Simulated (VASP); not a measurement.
# BeTe (P6_3/mmc) in VASP: further runs

Aim: see how the results for BeTe move with the level of theory and the settings. Levels: PBE, HSE06. Tasks: single point.

Program: VASP 6.6.1. These are calculated values, not measurements. Logs are shortened: lines on timing, memory, paths and dates and some standing lists are left out, and cuts for length are marked.

## (1) The crystal as given

It takes space group P6_3/mmc (No. 194, hexagonal). Conventional cell: a = 3.864 Å, b = 3.864 Å, c = 6.003 Å, α = 90.00°, β = 90.00°, γ = 120.00°. Be (site symmetry -3m) has 6 Te at 2.69 Å and 2 Be at 3.00 Å as nearest neighbours. Te (site symmetry -6m2) is surrounded by 6 Be at 2.69 Å.

The cell was built by a generator and needn't be a form met in nature.

## (2) Single point, PBE

Contents of INCAR:

```
SYSTEM = BeTe
PREC = Accurate ; ENCUT = 520
EDIFF = 1E-6 ; ISMEAR = -1
SIGMA = 0.02 ; LREAL = .False.
LASPH = .True. ; NELM = 100
ALGO = Fast ; ISIF = 2
LWAVE = .False. ; LCHARG = .True.
GGA = PE ; LELF = .True.
LVHAR = .True. ; NBANDS = 16
```

Contents of KPOINTS:

```
Automatic mesh
0
Gamma
  6 6 4
  0 0 0
```

Contents of POSCAR:

```
BeTe
1.0
    3.8635963374      0.0000000000      0.0000000000
   -1.9317981687      3.3459725782      0.0000000000
    0.0000000000      0.0000000000      6.0034039923
Be Te
2 2
Direct
    0.0000000000      0.0000000000      0.0000000000
    0.0000000000      0.0000000000      0.5000000000
    0.3333333333      0.6666666667      0.2500000000
    0.6666666667      0.3333333333      0.7500000000
```

Potentials or basis: VASP PAW PBE potentials, release 64 (Be, Te).

The run is started by

```sh
cat potpaw_PBE.64/Be/POTCAR potpaw_PBE.64/Te/POTCAR > POTCAR
mpirun -np 1 vasp_std > vasp.out
```

OUTCAR:

```text
SYSTEM = BeTe
   PREC = Accurate
   ENCUT = 520
   EDIFF = 1E-6
   ISMEAR = -1
   LREAL = .False.
   LASPH = .True.
   NELM = 100
   ISIF = 2
   GGA = PE

 ion  position               nearest neighbor table
   1  0.000  0.000  0.000-   3 2.69   4 2.69   4 2.69   3 2.69   4 2.69   3 2.69
   2  0.000  0.000  0.500-   3 2.69   4 2.69   4 2.69   3 2.69   4 2.69   3 2.69
   3  0.333  0.667  0.250-   1 2.69   2 2.69   1 2.69   2 2.69   1 2.69   2 2.69
   4  0.667  0.333  0.750-   1 2.69   2 2.69   1 2.69   2 2.69   1 2.69   2 2.69

  LATTYP: Found a hexagonal cell.
 ALAT       =     3.8635963374
 C/A-ratio  =     1.5538383071

  Lattice vectors:

 A1 = (   3.8635963374,   0.0000000000,   0.0000000000)
 A2 = (  -1.9317981687,   3.3459725782,   0.0000000000)
 A3 = (   0.0000000000,   0.0000000000,   6.0034039923)

Analysis of symmetry for initial positions (statically):
=====================================================================
 Subroutine PRICEL returns:
 Original cell was already a primitive cell.

 Routine SETGRP: Setting up the symmetry group for a
 hexagonal supercell.

 Subroutine GETGRP returns: Found 24 space group operations
 (whereof 12 operations were pure point group operations)
 out of a pool of 24 trial point group operations.

The static configuration has the point symmetry D_3d.
 The point group associated with its full space group is D_6h.

Analysis of symmetry for dynamics (positions and initial velocities):
=====================================================================
 Subroutine PRICEL returns:
 Original cell was already a primitive cell.

 Routine SETGRP: Setting up the symmetry group for a
 hexagonal supercell.

 Subroutine GETGRP returns: Found 24 space group operations
 (whereof 12 operations were pure point group operations)
 out of a pool of 24 trial point group operations.

The dynamic configuration has the point symmetry D_3d.
 The point group associated with its full space group is D_6h.

 Subroutine INISYM returns: Found 24 space group operations
 (whereof 12 operations are pure point group operations),
 and found     1 'primitive' translations

----------------------------------------------------------------------------------------

                                     Primitive cell

  volume of cell :      77.6089

  direct lattice vectors                    reciprocal lattice vectors
     3.863596337  0.000000000  0.000000000     0.258826211  0.149433382  0.000000000
    -1.931798169  3.345972578  0.000000000     0.000000000  0.298866765  0.000000000
     0.000000000  0.000000000  6.003403992     0.000000000  0.000000000  0.166572165

  length of vectors
     3.863596337  3.863596337  6.003403992     0.298866765  0.298866765  0.166572165

  position of ions in fractional coordinates (direct lattice)
     0.000000000  0.000000000  0.000000000
     0.000000000  0.000000000  0.500000000
     0.333333333  0.666666667  0.250000000
     0.666666667  0.333333333  0.750000000

  ion indices of the primitive-cell ions
   primitive index   ion index
                 1           1
                 2           2
                 3           3
                 4           4

----------------------------------------------------------------------------------------

 KPOINTS: Automatic mesh

Automatic generation of k-mesh.
 Grid dimensions read from file:
 generate k-points for:    6    6    4

 Generating k-lattice:

  Cartesian coordinates                     Fractional coordinates (reciprocal lattice)
     0.043137702  0.024905564  0.000000000     0.166666667  0.000000000  0.000000000
     0.000000000  0.049811127  0.000000000     0.000000000  0.166666667  0.000000000
     0.000000000  0.000000000  0.041643041     0.000000000  0.000000000  0.250000000

  Length of vectors
     0.049811127  0.049811127  0.041643041

  Shift w.r.t. Gamma in fractional coordinates (k-lattice)
     0.000000000  0.000000000  0.000000000

 Subroutine IBZKPT returns following result:
 ===========================================

 Found     21 irreducible k-points:

 Following reciprocal coordinates:
            Coordinates               Weight
  0.000000  0.000000  0.000000      1.000000
  0.166667  0.000000  0.000000      6.000000
  0.333333  0.000000  0.000000      6.000000
  0.500000  0.000000  0.000000      3.000000
  0.166667  0.166667  0.000000      6.000000
  0.333333  0.166667  0.000000     12.000000
[... 13 lines left out ...]
  0.333333  0.166667  0.500000     12.000000
  0.333333  0.333333  0.500000      2.000000
   k-points           NKPTS =     21   k-points in BZ     NKDIM =     21   number of bands    NBANDS=     16
   number of dos      NEDOS =    301   number of ions     NIONS =      4
   total plane-waves  NPLWV =  43200
   dimension x,y,z NGX =    30 NGY =   30 NGZ =   48
   dimension x,y,z NGXF=    60 NGYF=   60 NGZF=   96
   ions per type =               2   2
   NGX,Y,Z   is equivalent  to a cutoff of  12.91, 12.91, 13.29 a.u.
   NGXF,Y,Z  is equivalent  to a cutoff of  25.82, 25.82, 26.58 a.u.
 SYSTEM =  BeTe
   PREC   = accura    normal or accurate (medium, high low for compatibility)
   ISTART =      0    job   : 0-new  1-cont  2-samecut
   ICHARG =      2    charge: 1-file 2-atom 10-const
   ISPIN  =      1    spin polarized calculation?
   LNONCOLLINEAR =      F non collinear calculations
   LSORBIT =      F    spin-orbit coupling
   LASPH  =      T    aspherical Exc in radial PAW
   ENCUT  =  520.0 eV  38.22 Ry    6.18 a.u.   7.18  7.18 11.16*2*pi/ulx,y,z
   NELM   =    100;   NELMIN=  2; NELMDL= -5     # of ELM steps
   EDIFF  = 0.1E-05   stopping-criterion for ELM
   LREAL  =      F    real-space projection
   EDIFFG = 0.1E-04   stopping-criterion for IOM
   NSW    =      0    number of steps for IOM
   IBRION =     -1    ionic relax: 0-MD 1-quasi-New 2-CG
   NFREE  =      0    steps in history (QN), initial steepest desc. (CG)
   ISIF   =      2    stress and relaxation
   ISYM   =      2    0-nonsym 1-usesym 2-fastsym
   POTIM  = 0.5000    time-step for ionic-motion
   TEBEG  =    0.0;   TEEND  =   0.0 temperature during run
   PSTRESS=    0.0 pullay stress
   NELECT =      16.0000    total number of electrons
   NUPDOWN=      -1.0000    fix difference up-down
   EMIN   =  10.00;   EMAX   =-10.00  energy-range for DOS
   EFERMI =   0.00;   METHOD = LEGACY
   ISMEAR =    -1;   SIGMA  =   0.02  broadening in eV -4-tet -1-fermi 0-gaus
   EFERMI_NEDOS =   21; number of points for ismear=-14 and -15
   IALGO  =     68    algorithm
   IMIX   =      4    mixing-type and parameters
     AMIX     =   0.40;   BMIX     =  1.00
     AMIX_MAG =   1.60;   BMIX_MAG =  1.00
  volume/ion in A,a.u.               =      19.40       130.93
  Fermi-wavevector in a.u.,A,eV,Ry     =   0.967114  1.827580 12.725654  0.935309
  Thomas-Fermi vector in A             =   2.096972
   LORBIT       =      0    0 simple, 1 ext, 2 COOP (PROOUT), +10 PAW based schemes
   GGA     = PE    functional components
   LHFCALC =     F    Hartree Fock is set to
   AEXX    =    0.0000 exact exchange contribution
   IVDW    =     0    specifies the selected vdW correction
   LEPSILON=     F    determine dielectric tensor
   LRPA    =     F    only Hartree local field effects (RPA)
 non-spin polarized calculation
 RMM-DIIS sequential band-by-band and
  energy-cutoff  :      520.00
  volume of cell :       77.61
 maximum number of plane-waves:      2106
 NGX is ok and might be reduce to    30
   NGX = 15   NGY = 15   NGZ = 23

 number of electron      15.9999999 magnetization

 Free energy of the ion-electron system (eV)
  ---------------------------------------------------
  ext. energy  EPLUGINS =         0.00000000
  ---------------------------------------------------
  free energy    TOTEN  =       -13.26263177 eV

  energy without entropy =      -13.26056222  energy(sigma->0) =      -13.26159699

 E-fermi :   7.3843     XC(G=0):  -9.9039

 val. band max:        7.3716668522   @ k =   0.1667   0.0000   0.0000
 cond. band min:       7.4119670895   @ k =   0.3333   0.3333   0.2500
 fundamental gap:      0.0403002373
 Fermi energy:         7.3842606819

 k-point     1 :       0.0000    0.0000    0.0000
  band No.  band energies     occupation
      1      -6.1159      2.00000
      2      -3.9997      2.00000
      3       0.5977      2.00000
      4       6.3833      2.00000
      5       6.3833      2.00000
      6       6.6258      2.00000
[... 8 lines left out ...]
     15      13.9159      0.00000
     16      14.2847      0.00000

 k-point     2 :       0.1667    0.0000    0.0000
  band No.  band energies     occupation
      1      -5.8261      2.00000
      2      -3.8003      2.00000
      3       0.9167      2.00000
      4       3.9901      2.00000
      5       5.2121      2.00000
      6       5.4161      2.00000
[... 8 lines left out ...]
     15      13.2475      0.00000
     16      13.3673      0.00000

 k-point     3 :       0.3333    0.0000    0.0000
  band No.  band energies     occupation
      1      -5.0313      2.00000
      2      -3.4392      2.00000
      3       1.7241      2.00000
      4       1.8359      2.00000
      5       3.2594      2.00000
      6       4.2636      2.00000
[... 8 lines left out ...]
     15      14.0923      0.00000
     16      15.7104      0.00000

 k-point     4 :       0.5000    0.0000    0.0000
  band No.  band energies     occupation
      1      -4.2953      2.00000
      2      -3.5139      2.00000
      3       1.0393      2.00000
      4       2.0989      2.00000
      5       2.8201      2.00000
      6       3.9276      2.00000
[... 8 lines left out ...]
     15      15.6625      0.00000
     16      16.4322      0.00000
[... 267 lines left out ...]
 k-point    19 :       0.1667    0.1667    0.5000
  band No.  band energies     occupation
      1      -4.5613      2.00000
      2      -4.5613      2.00000
      3       2.5595      2.00000
      4       2.5595      2.00000
      5       4.0550      2.00000
      6       4.0550      2.00000
[... 8 lines left out ...]
     15      13.6706      0.00000
     16      13.6706      0.00000

 k-point    20 :       0.3333    0.1667    0.5000
  band No.  band energies     occupation
      1      -3.9003      2.00000
      2      -3.9003      2.00000
      3       1.2086      2.00000
      4       1.2086      2.00000
      5       3.2555      2.00000
      6       3.2555      2.00000
[... 8 lines left out ...]
     15      14.5565      0.00000
     16      14.5565      0.00000

 k-point    21 :       0.3333    0.3333    0.5000
  band No.  band energies     occupation
      1      -3.6327      2.00000
      2      -3.6327      2.00000
      3       1.5184      2.00000
      4       1.5184      2.00000
      5       1.8431      2.00000
      6       1.8431      2.00000
[... 8 lines left out ...]
     15      14.4545      0.00000
     16      14.4545      0.00000

------------------------ aborting loop because EDIFF is reached ----------------------------------------

  FORCE on cell =-STRESS in cart. coord.  units (eV):
  Direction    XX          YY          ZZ          XY          YZ          ZX
  --------------------------------------------------------------------------------------
  -------------------------------------------------------------------------------------
  Total       -0.0217404     -0.0217404      0.0461783      0.0000000      0.0000000      0.0000000
  in kB       -0.4488142     -0.4488142      0.9533150      0.0000000      0.0000000      0.0000000
  external PRESSURE =       0.0185622 kB  Pullay stress =       0.0000000 kB

 VOLUME and BASIS-vectors are now :
 -----------------------------------------------------------------------------
  energy-cutoff  :      520.00
  volume of cell :       77.61
      direct lattice vectors                 reciprocal lattice vectors
     3.863596337  0.000000000  0.000000000     0.258826211  0.149433382  0.000000000
    -1.931798169  3.345972578  0.000000000     0.000000000  0.298866765  0.000000000
     0.000000000  0.000000000  6.003403992     0.000000000  0.000000000  0.166572165

 POSITION                                       TOTAL-FORCE (eV/Angst)
 -----------------------------------------------------------------------------------
      0.00000      0.00000      0.00000        -0.000000      0.000000      0.000000
      0.00000      0.00000      3.00170         0.000000      0.000000      0.000000
     -0.00000      2.23065      1.50085         0.000000     -0.000000     -0.000000
      1.93180      1.11532      4.50255        -0.000000      0.000000      0.000000
 -----------------------------------------------------------------------------------
    total drift:                               -0.000000      0.000000     -0.000000

  FREE ENERGIE OF THE ION-ELECTRON SYSTEM (eV)
  ---------------------------------------------------
  free  energy   TOTEN  =       -13.2626317709 eV

  energy  without entropy=      -13.2605622189  energy(sigma->0) =      -13.26159699
```

Run time: 16 s. Hardware: 1 thread of AMD EPYC 9R45 (Zen 5), shared host; peak memory 0.17 GiB.

Results:

- Free energy: -13.2626 eV
- Pressure: 0.0 GPa
- Band gap on the k mesh: none (metal or under the smearing width)

The run has no spin-orbit coupling, so splittings on Te are missing.

[end of part 1 of 2]
